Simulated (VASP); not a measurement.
# Relaxed cell of ZnO (zincite): a test of cutoff and mesh, part 2 of 2

Aim: test the relaxed volume of ZnO (zincite) against cutoff and mesh. The starting structure is a measured crystal structure from the Crystallography Open Database. The first relaxation on each setting starts from this cell expanded by 3 % in volume.

VASP 6.6.1.

Results so far: reference 11.85 Å³ an atom; a cutoff of 400 eV 11.51 Å³ an atom; a 4×4×3 mesh 11.86 Å³ an atom.

### 5. Relaxation with a cutoff of 680 eV

Level of this step: PBEsol; plane waves and PAW (Zn, O) (VASP).

Against step 2 the input has ENCUT = 680. This run starts from the cell of an earlier relaxation, which isn't shown; the restart sets up the plane waves anew.

INCAR

```
SYSTEM = ZnO
PREC = Accurate
ENCUT = 680
EDIFF = 1E-06
NELM = 100
ISMEAR = 0
SIGMA = 0.03
LREAL = .FALSE.
ALGO = Normal
GGA = PS
NBANDS = 24
LORBIT = 11
LWAVE = .FALSE.
LCHARG = .FALSE.
KPAR = 8
IBRION = 2
NSW = 50
ISIF = 3
EDIFFG = -0.006
```

POSCAR

```
ZnO
1.0
    3.2365105706      0.0000000000      0.0000000000
   -1.6182552854      2.8029003738      0.0000000000
    0.0000000000      0.0000000000      5.2248147320
Zn O
2 2
Direct
    0.6666666667      0.3333333333      0.0001132558
    0.3333333333      0.6666666667      0.5001132558
    0.3333333333      0.6666666667      0.8788967442
    0.6666666667      0.3333333333      0.3788967442
```

KPOINTS

```
Automatic mesh
0
Gamma
9 9 4
0 0 0
```

The projector-augmented-wave data sets are Zn and O (PBE family, release 64).

Launch:

```bash
$ mpirun -np 8 vasp_std
```

Log:

```text
[... set-up lines as in an earlier step ...]
 entering main loop
       N       E                     dE             d eps       ncg     rms          rms(c)
DAV:   1     0.314373571156E+03    0.31437E+03   -0.21539E+04  1728   0.259E+03
DAV:   2     0.100797672698E+02   -0.30429E+03   -0.28869E+03  1888   0.475E+02
DAV:   3    -0.216443657263E+02   -0.31724E+02   -0.31430E+02  2040   0.155E+02
DAV:   4    -0.222138794679E+02   -0.56951E+00   -0.56904E+00  1976   0.213E+01
[...]
DAV:  12    -0.194146416560E+02   -0.28589E-04   -0.93598E-05  2448   0.217E-01    0.187E-02
DAV:  13    -0.194146406139E+02    0.10422E-05   -0.15582E-05  2240   0.107E-01    0.805E-03
DAV:  14    -0.194146408059E+02   -0.19204E-06   -0.52908E-06  1800   0.304E-02
   1 F= -.19414641E+02 E0= -.19414641E+02  d E =-.194146E+02
[...]
2 F= -.19414616E+02 E0= -.19414616E+02  d E =0.249929E-04
[...]
3 F= -.19414639E+02 E0= -.19414639E+02  d E =0.220826E-05
[...]
4 F= -.19414645E+02 E0= -.19414645E+02  d E =-.404153E-05
[...]
5 F= -.19414644E+02 E0= -.19414644E+02  d E =-.335432E-05
[...]
reached required accuracy - stopping structural energy minimisation
```

Wall time 13 s (8 MPI ranks of Intel Xeon 6975P-C (Granite Rapids), shared host); peak memory 1.9 GiB.

Parts of OUTCAR (step 5):

```text
  Total       -0.0039936     -0.0039936      0.0128496      0.0000000      0.0000000      0.0000000
  in kB       -0.1350298     -0.1350298      0.4344683      0.0000000      0.0000000      0.0000000
  external PRESSURE =       0.0548029 kB  Pullay stress =       0.0000000 kB

 POSITION                                       TOTAL-FORCE (eV/Angst)
 -----------------------------------------------------------------------------------
      1.61809      0.93420      0.00056         0.000000      0.000000     -0.003762
     -0.00000      1.86841      2.61282        -0.000000      0.000000     -0.003762
     -0.00000      1.86841      4.59185        -0.000000     -0.000000      0.003762
      1.61809      0.93420      1.97959         0.000000     -0.000000      0.003762
 -----------------------------------------------------------------------------------
    total drift:                                0.000000      0.000000     -0.000868

  FREE ENERGIE OF THE ION-ELECTRON SYSTEM (eV)
  ---------------------------------------------------
  free  energy   TOTEN  =       -19.4146441602 eV

  energy  without entropy=      -19.4146441602  energy(sigma->0) =      -19.41464416

[... 2 parts as in an earlier step ...]

[... 2 further parts left out ...]
[key lines of the parts left out:]
E-fermi :   1.2120
```

With a cutoff of 680 eV the cell ends at 11.846 Å³ an atom, -0.05 % from the reference; the bulk modulus is 143.5 GPa against 142.3 GPa.

### 6. Relaxation with a 12×12×6 mesh

Against step 2 the input has a 12×12×6 mesh. This run starts from the cell of an earlier relaxation, which isn't shown; the restart sets up the plane waves anew.

Edit INCAR of step 5 so:

```diff
@@ -2,3 +2,3 @@
 PREC = Accurate
-ENCUT = 680
+ENCUT = 520
 EDIFF = 1E-06
```

POSCAR

```
ZnO
1.0
    3.2377932352      0.0000000000      0.0000000000
   -1.6188966177      2.8040111939      0.0000000000
    0.0000000000      0.0000000000      5.2259598153
Zn O
2 2
Direct
    0.6666666667      0.3333333333      0.0000467148
    0.3333333333      0.6666666667      0.5000467148
    0.3333333333      0.6666666667      0.8789632852
    0.6666666667      0.3333333333      0.3789632852
```

KPOINTS

```
Automatic mesh
0
Gamma
12 12 6
0 0 0
```

Launch:

```bash
$ mpirun -np 8 vasp_std
```

Log:

```text
[... set-up lines as in an earlier step ...]
 entering main loop
       N       E                     dE             d eps       ncg     rms          rms(c)
DAV:   1     0.280259748531E+03    0.28026E+03   -0.18705E+04  3728   0.220E+03
DAV:   2     0.502371533731E+01   -0.27524E+03   -0.26156E+03  3976   0.422E+02
DAV:   3    -0.217946597637E+02   -0.26818E+02   -0.26615E+02  4224   0.139E+02
DAV:   4    -0.222091559792E+02   -0.41450E+00   -0.41420E+00  4232   0.181E+01
[...]
DAV:  12    -0.194080956275E+02   -0.27774E-04   -0.72017E-05  5272   0.182E-01    0.200E-02
DAV:  13    -0.194080935520E+02    0.20755E-05   -0.14248E-05  4792   0.987E-02    0.839E-03
DAV:  14    -0.194080935055E+02    0.46502E-07   -0.55302E-06  3912   0.307E-02
   1 F= -.19408094E+02 E0= -.19408094E+02  d E =-.194081E+02
[...]
N       E                     dE             d eps       ncg     rms          rms(c)
DAV:   1    -0.194083200335E+02   -0.22648E-03   -0.35052E-03  4304   0.110E+00    0.113E-01
DAV:   2    -0.194081089133E+02    0.21112E-03   -0.78721E-04  4440   0.578E-01    0.419E-02
DAV:   3    -0.194080888725E+02    0.20041E-04   -0.13795E-05  5032   0.900E-02    0.231E-02
DAV:   4    -0.194080809755E+02    0.78970E-05   -0.85515E-06  5376   0.483E-02    0.250E-03
DAV:   5    -0.194080810567E+02   -0.81171E-07   -0.22302E-06  2584   0.156E-02
   2 F= -.19408081E+02 E0= -.19408081E+02  d E =0.124488E-04
 trial-energy change:    0.000012  1 .order   -0.000002   -0.000019    0.000016
 step:   0.5423(harm=  0.5423)  dis= 0.00003  next Energy=   -19.408099 (dE=-0.522E-05)
 reached required accuracy - stopping structural energy minimisation
```

The job ended after 6.8 s (8 MPI ranks; peak memory 1.8 GiB; 50 s of CPU time).

Parts of OUTCAR (step 6):

```text
  Total        0.0208619      0.0208619      0.0193974     -0.0000000      0.0000000      0.0000000
  in kB        0.7050205      0.7050205      0.6555275     -0.0000000      0.0000000      0.0000000
  external PRESSURE =       0.6885228 kB  Pullay stress =       0.0000000 kB

 POSITION                                       TOTAL-FORCE (eV/Angst)
 -----------------------------------------------------------------------------------
      1.61836      0.93436      0.00019        -0.000000      0.000000      0.001821
     -0.00000      1.86872      2.61289         0.000000      0.000000      0.001821
     -0.00000      1.86872      4.59300         0.000000     -0.000000     -0.001821
      1.61836      0.93436      1.98029        -0.000000     -0.000000     -0.001821
 -----------------------------------------------------------------------------------
    total drift:                                0.000000      0.000000     -0.001375

  FREE ENERGIE OF THE ION-ELECTRON SYSTEM (eV)
  ---------------------------------------------------
  free  energy   TOTEN  =       -19.4080810567 eV

  energy  without entropy=      -19.4080810567  energy(sigma->0) =      -19.40808106

[... 1 part as in an earlier step ...]

[... 3 further parts left out ...]
[key lines of the parts left out:]
E-fermi :   1.2074
```

With a 12×12×6 mesh the cell ends at 11.852 Å³ an atom, +0.00 % from the reference; the bulk modulus is 143.2 GPa against 142.3 GPa.

### 7. All runs side by side

```
               run  volume (Å³/atom)  change (%)  bulk modulus (GPa)  pressure left (GPa)  core minutes
         reference            11.852           -               142.3                 0.06          3.17
a cutoff of 400 eV            11.508        -2.9               159.7                -0.03          2.75
      a 4×4×3 mesh            11.865        0.11               144.0                 0.02         0.853
a cutoff of 680 eV            11.846       -0.05               143.5                 0.01          6.56
    a 12×12×6 mesh            11.852         0.0               143.2                 0.07          4.24
```

Core minutes are wall time times ranks, summed over the relaxations behind a row (those for a bulk modulus apart), on shared hosts.

### 8. What came out

| Item | Value |
| --- | --- |
| volume of the reference | 11.85 Å³/atom |
| volume against the reference, a cutoff of 400 eV | -2.90 % |
| volume against the reference, a 4×4×3 mesh | +0.11 % |
| volume against the reference, a cutoff of 680 eV | -0.05 % |
| volume against the reference, a 12×12×6 mesh | +0.00 % |

**Reading.** The volume moves most with a cutoff of 400 eV: -2.90 % against the reference (520 eV, 9×9×4 mesh). On finer settings it changes by -0.05 % with a cutoff of 680 eV and +0.00 % with a 12×12×6 mesh. The relaxations stop with up to 0.07 GPa left, which at the bulk modulus found here is 0.05 % of the volume, and more along a soft axis. That understates it: a restart alone still moved the volume by up to 0.8 %. A cell that shrinks at the lower cutoff is the usual mark of Pulay stress, the error that a plane-wave basis makes when it is kept while the volume changes. The bulk modulus is more sensitive: it changes by +12.3 % with a cutoff of 400 eV. Further runs on this material are not shown.

[Lines on the potential files, build, host, timing and source positions are cut from VASP's logs without a mark.]

[Logs are printed without paths, hosts, clocks, repeated set-up lines and the standing remarks that a program may print on its own settings, such as how far it seeks lower states.]

[Hosts, paths, dates, database ids (printed as entryN), source tags and the programs' standing remarks are cut or masked in the printed files.]
